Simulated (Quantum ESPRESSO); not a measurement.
TePb:

```
Pb Te
1.0
     0.00000    3.23100    3.23100
     3.23100    0.00000    3.23100
     3.23100    3.23100    0.00000
Pb Te
1 1
Direct
  0.00000 0.00000 0.00000
  0.50000 0.50000 0.50000
```

Base run:

* Program: Quantum ESPRESSO 7.5
* Functional: PBE
* Potentials or basis: PseudoDojo 0.4.1 SR PBE standard
* Cutoff: 1088 eV
* Density cutoff: 4354 eV
* k mesh: 4 × 4 × 4, shifted
* Occupations: fermi-dirac, width 0.05 eV
* Spin: no spin polarisation

Its results: pressure 2.2 GPa; electronic dielectric tensor (diagonal) 26.58.

Problem. After a change of settings the same cell gave: pressure 5.4 GPa; electronic dielectric tensor (diagonal) 25.33. Which change was it?
A. functional from PBE to BLYP
B. functional from PBE to LDA; potentials or basis from PseudoDojo 0.4.1 SR PBE standard to PseudoDojo 0.4.1 SR LDA standard
C. functional from PBE to WC
D. functional from PBE to PBEsol; potentials or basis from PseudoDojo 0.4.1 SR PBE standard to PseudoDojo 0.4.1 SR PBEsol standard

Solution. A.

BLYP binds less tightly than PBE, so the same cell stands under more pressure.

Caveats: the potentials were made for another functional, which shifts forces and pressure (some runs); the cell is more than 3 GPa from zero pressure, which shifts response properties (some runs).

Not every run made on this cell is shown here.
